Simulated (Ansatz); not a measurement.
**Nb: from a trial structure to a relaxed crystal**

Theory: DFT PBE, scalar-relativistic, plane waves, PAW in Ansatz 0.2.0. Cutoff 420 eV, Γ-centred k mesh, Gaussian smearing, no spin polarisation in the final step.

Nb was placed on the omega structure type (P6/mmm, No. 191), at a guessed volume.

```yaml
crystal:
  lattice:
    - [4.93068, 0.00000, 0.00000]
    - [-2.46534, 4.27010, 0.00000]
    - [0.00000, 0.00000, 3.02272]
  atoms:
    - { symbol: Nb, position: [0.00000, 0.00000, 0.00000] }
    - { symbol: Nb, position: [0.33333, 0.66667, 0.50000] }
    - { symbol: Nb, position: [0.66667, 0.33333, 0.50000] }
```

Cell and atoms relax at zero pressure; the relaxation can't lower the symmetry of the start. After a coarse first stage the cell is made exact in the group found at 0.06 Å.

Energies count from the standard state of Nb at the same level.

Question: What does it relax into?

Answer: It keeps P6/mmm (No. 191). The result has the omega structure. Conventional cell: a = 4.889 Å, c = 2.679 Å. Nb on Wyckoff site a (1 atom of the primitive cell) is coordinated by 2 Nb at 2.68 Å and 12 Nb at 3.12 Å; Nb on Wyckoff site d (2 atoms of the primitive cell) has 5 Nb at 2.68–2.82 Å and 6 Nb at 3.12 Å.

Space group P6/mmm (No. 191). a = 4.889 Å, b = 4.889 Å, c = 2.679 Å, α = 90.00°, β = 90.00°, γ = 120.00°
```json
{"atom": "Nb", "site": "1a", "symmetry": "6/mmm", "x": "0.0000", "y": "0.0000", "z": "0.0000"}
{"atom": "Nb", "site": "2d", "symmetry": "-6m2", "x": "0.3333", "y": "0.6667", "z": "0.5000"}
```

Question: What are its volume, energy, density and gap?

Answer: The volume per atom is 18.49 Å³ and the density is 8.35 g/cm³. The energy over the standard structure is 0.20 eV/atom and the gap on the 12×12×18 mesh is 0 eV (a metal).

The final run used a 12×12×18 mesh on its 3-atom cell and 0.10 eV smearing. The k mesh leaves about 4 meV/atom of noise in metals. A structure relaxed within its symmetry needn't be a true minimum.